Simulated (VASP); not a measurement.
Input of a VASP 6.6.1 run:

INCAR

```
SYSTEM = Ga12As11
ALGO     = Normal         ! electronic algorithm
EDIFF    = 1E-5           ! SCF threshold, eV
EDIFFG   = -0.03          ! ionic threshold
ENCUT    = 350            ! plane-wave cutoff, eV
GGA      = PS             ! functional
IBRION   = 2              ! ionic algorithm
ISIF     = 2              ! what is computed and relaxed
ISMEAR   = 0              ! smearing method
ISPIN    = 2              ! spin polarisation
LASPH    = .True.         ! aspherical terms in the spheres
LCHARG   = .False.        ! write CHGCAR
LORBIT   = 11             ! projections on sites
LREAL    = Auto         
LWAVE    = .False.        ! write WAVECAR
MAGMOM   = 0.5 0.5 0.5 0 0.5 0 0 0 0 0 0 0 0 0 0 0 0 0 0 0 0 0 0 ! initial moments
NELECT   = 210.0        
NELM     = 120            ! most SCF steps
NSW      = 40             ! ionic steps
PREC     = Accurate       ! precision mode
SIGMA    = 0.03           ! smearing width, eV
```

The input KPOINTS:

```
k-points
0
Gamma
  2 2 2
  0 0 0
```

POSCAR

```
Ga12As11
1.0
    0.0000000000      8.4805500000      8.4805500000
    5.6537000000      0.0000000000      5.6537000000
    5.6537000000      5.6537000000      0.0000000000
Ga As
12 11
Direct
    0.0000000000      0.0000000000      0.0000000000
    0.0000000000      0.0000000000      0.5000000000
    0.0000000000      0.5000000000      0.0000000000
    0.0000000000      0.5000000000      0.5000000000
    0.3333330000      0.0000000000      0.0000000000
    0.3333330000      0.0000000000      0.5000000000
    0.3333330000      0.5000000000      0.0000000000
    0.3333330000      0.5000000000      0.5000000000
    0.6666670000      0.0000000000      0.0000000000
    0.6666670000      0.0000000000      0.5000000000
    0.6666670000      0.5000000000      0.0000000000
    0.6666670000      0.5000000000      0.5000000000
    0.0833333333      0.1250000000      0.6250000000
    0.0833333333      0.6250000000      0.1250000000
    0.0833333333      0.6250000000      0.6250000000
    0.4166663333      0.1250000000      0.1250000000
    0.4166663333      0.1250000000      0.6250000000
    0.4166663333      0.6250000000      0.1250000000
    0.4166663333      0.6250000000      0.6250000000
    0.7500003333      0.1250000000      0.1250000000
    0.7500003333      0.1250000000      0.6250000000
    0.7500003333      0.6250000000      0.1250000000
    0.7500003333      0.6250000000      0.6250000000
```

Potentials or basis: VASP PAW PBE potentials, release 64 (Ga_d, As).

Run with:

```bash
$ cat potpaw_PBE.64/Ga_d/POTCAR potpaw_PBE.64/As/POTCAR > POTCAR
$ mpirun -np 1 vasp_std > vasp.out
```

(1) Predict the energy gained by relaxing.

(2) Predict the band gap on the k mesh.

(3) Estimate the net moment.

Answers

(1) 4.9 meV/atom.

(2) 0.40 eV, direct.

(3) 0.00 μB per cell.

Caveat: the k mesh is coarse (spacing up to 0.48 Å⁻¹), so the values aren't converged; the cell is charged against a uniform background, so pressure and absolute levels hang on convention.
